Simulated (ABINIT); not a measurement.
The system is SnSe2.

```
CELL_PARAMETERS angstrom
3.81100 0.00000 0.00000
-1.90550 3.30042 0.00000
0.00000 0.00000 6.13600
ATOMIC_POSITIONS crystal
Sn 0.00000 0.00000 0.00000
Se 0.66667 0.33333 0.75100
Se 0.33333 0.66667 0.24900
```

```yaml
Program: ABINIT 10.8.3 (patched build)
Task: relaxation of cell and atoms
Functional: PBE
Dispersion: D3
Potentials_or_basis: JTH PAW PBE v2.0
Cutoff: 599 eV
k_mesh: 5 × 5 × 3
Occupations: fermi-dirac, width 0.05 eV
Spin: no spin polarisation
```

At the start: pressure 4.4 GPa; volume 25.73 Å³/atom.

Question: Where does the relaxation end?

Answer: Over 4 steps the energy falls by 23.7 meV/atom and the volume is 26.74 Å³/atom (+3.9 %); space group P-3m1 (No. 164, to 0.05 Å).

The path:
```csv
step,energy change (eV),largest force (eV/Å),pressure (GPa),volume (Å³)
1,0.0000,0.7680,4.39,77.18
2,-0.0332,0.5415,3.17,77.96
3,-0.0706,0.0074,0.36,80.03
4,-0.0710,0.0277,0.15,80.22
```

Final structure:
```cif
data_structure
_symmetry_space_group_name_H-M 'P 1'
_symmetry_Int_Tables_number 1
_cell_length_a 3.8566
_cell_length_b 3.8566
_cell_length_c 6.2276
_cell_angle_alpha 90.000
_cell_angle_beta 90.000
_cell_angle_gamma 120.000
_cell_volume 80.22
loop_
_atom_site_label
_atom_site_type_symbol
_atom_site_fract_x
_atom_site_fract_y
_atom_site_fract_z
_atom_site_occupancy
Sn1 Sn 0.00000 0.00000 0.00000 1
Se1 Se 0.66667 0.33333 0.74443 1
Se2 Se 0.33333 0.66667 0.25557 1
```

Caveat: the log and the count of SCF iterations are those of the last ABINIT call alone.
